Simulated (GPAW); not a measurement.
WC (Qusongite):

```xyz
2
Lattice="2.9065 0.0000 0.0000 -1.4532 2.5171 0.0000 0.0000 0.0000 2.8366" Properties=species:S:1:pos:R:3 pbc="T T T"
W     0.0000    0.0000    0.0000
C     1.4533    0.8390    1.4183
```

- Program: GPAW 26.7.0
- Task: relaxation of cell and atoms
- Functional: PBEsol
- Dispersion: D4
- Potentials or basis: PAW data sets generated in the run's folder for this functional
- Cutoff: 800 eV
- Basis: pw
- k mesh: 7 × 7 × 7
- Occupations: fermi-dirac, width 0.05 eV
- Spin: no spin polarisation

At the start: pressure -7.6 GPa; volume 10.38 Å³/atom.

How do energy, volume and symmetry change on relaxing?

Over 4 steps the energy falls by 4.4 meV/atom and the volume is 10.18 Å³/atom (-1.9 %); space group P-6m2 (No. 187, to 0.05 Å).

Step by step:
```csv
step,energy change (eV),largest force (eV/Å),pressure (GPa),volume (Å³)
1,0.0000,0.0000,-7.64,20.75
2,-0.0073,0.0000,-3.38,20.53
3,-0.0088,0.0000,0.06,20.36
4,-0.0088,0.0000,0.00,20.37
```

Final structure:
```
CELL_PARAMETERS angstrom
2.88855 0.00000 0.00000
-1.44427 2.50156 0.00000
0.00000 0.00000 2.81860
ATOMIC_POSITIONS crystal
W 0.00000 0.00000 0.00000
C 0.66667 0.33333 0.50000
```

Caveat: later steps reuse the first step's grids; pairwise dispersion overbinds metals, which lowers pressure and volume.
